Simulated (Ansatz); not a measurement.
# TiSi2: a vibration from a frozen displacement

Computed with DFT PBE, scalar-relativistic, plane waves, PAW in Ansatz 0.2.0. Settings: plane waves to 420 eV, k-mesh 14×14×14 (Γ-centred), Gaussian smearing 0.15 eV. No spin polarisation. Energies are free energies at this smearing, counted from the undisturbed cell; pressure is positive in compression.

The undisturbed cell (relaxed at this level):

```xyz
6
Lattice="0.0000 4.1352 4.2796 2.4039 0.0000 4.2796 2.4039 4.1352 0.0000" Properties=species:S:1:pos:R:3 pbc="T T T"
Ti    3.6058    6.2028    6.4194
Ti    2.4039    4.1352    4.2796
Si    1.2019    0.7181    2.1398
Si    1.2019    3.4171    2.1398
Si    2.4039    1.3495    4.2796
Si    2.4039    6.9208    4.2796
```

Every Ti atom is moved by x along the Cartesian unit vector (0.000, 0.000, 1.000); the cell and all other atoms stay fixed. The cell's volume is 85.08 Å³; the moved atoms weigh 95.734 u together and the others 112.340 u. Some rows repeat others by symmetry and weren't run.

```csv
x (Å),ΔE (meV/cell),total force on the moved atoms along the move (eV/Å),pressure (GPa)
-0.5000,3740.52,16.8498,17.0927
-0.4375,2778.11,13.9942,13.0623
-0.3750,1985.47,11.4152,9.5731
-0.3125,1345.83,9.0940,6.6293
-0.2500,844.01,6.9984,4.2299
-0.1875,467.18,5.0872,2.3714
-0.1250,205.23,3.3144,1.0493
-0.0625,50.94,1.6340,0.2586
0.0000,0.00,0.0000,-0.0045
0.0625,50.94,-1.6340,0.2586
0.1250,205.23,-3.3144,1.0493
0.1875,467.18,-5.0872,2.3714
0.2500,844.01,-6.9984,4.2299
0.3125,1345.83,-9.0940,6.6293
0.3750,1985.47,-11.4152,9.5731
0.4375,2778.11,-13.9942,13.0623
0.5000,3740.52,-16.8498,17.0927
```

Question: What frequency belongs to this motion?

Answer: The force constant is k = −dF/dx = 26.144 eV/Å², from the parabola through x = -0.0625, 0 and 0.0625. In every cell the moved atoms swing against the rest, so the mass is μ = m₁m₂/(m₁ + m₂) = 51.687 u, and ν̃ = 521.5 cm⁻¹ × √(|k|/μ) = 371 cm⁻¹. The pattern needn't be a normal mode: ν̃² is then a weighted mean of the squared nonzero frequencies at the zone centre of this cell, so it lies between the lowest and the highest of them.

Question: How far does the harmonic law reach?

Answer: At x = -0.500 Å, kx²/2 = 3268.00 meV against the computed 3740.52 meV (+14.5 %): the well stiffens in this direction at large amplitude.

Question: The pressure changes with x². What does that say about the frequency under compression?

Answer: With E = k(V)x²/2, k ∝ V^(−2γ) and x scaling with the cell as V^(1/3), P − P0 = −∂E/∂V = (2γ − 2/3) ΔE/V. At x = 0.1250 Å, V(P − P0) = 85.08 × 1.05385 / 160.2 eV = 559.64 meV and ΔE = 205.23 meV, so γ = 1/3 + V(P − P0)/(2ΔE) = 1.70. This is the Grüneisen parameter of the motion under uniform scaling of the cell: shrinking the cell evenly by 1 % in volume raises the frequency by about 1.70 %.

In a metal these slopes depend on the k mesh and the smearing.

The titanium sublattice sits in a steep single well against silicon, with no sign of a soft coordinate along this direction. The structure explains the stiffness: titanium and silicon share planes stacked along the displacement, and the shortest Ti–Si contacts link neighbouring planes. The motion therefore compresses such contacts on one side of each titanium atom and stretches them on the other, working directly against Ti 3d–Si 3p bonding and short-range repulsion.

Symmetry makes the two directions equivalent, so odd terms cancel and the leading anharmonicity is quartic. Its positive sign suggests that the growing repulsion in the shortened contacts outweighs the softening of the stretched ones. The same repulsion probably accounts for the positive Grüneisen parameter of 1.70. At large amplitude, however, the pressure stays nearly quadratic while the energy outgrows its parabola, so that parameter describes the harmonic part of the well and not its stiffening. In this orthorhombic crystal, the response to uniaxial stress could differ markedly from that to uniform compression.
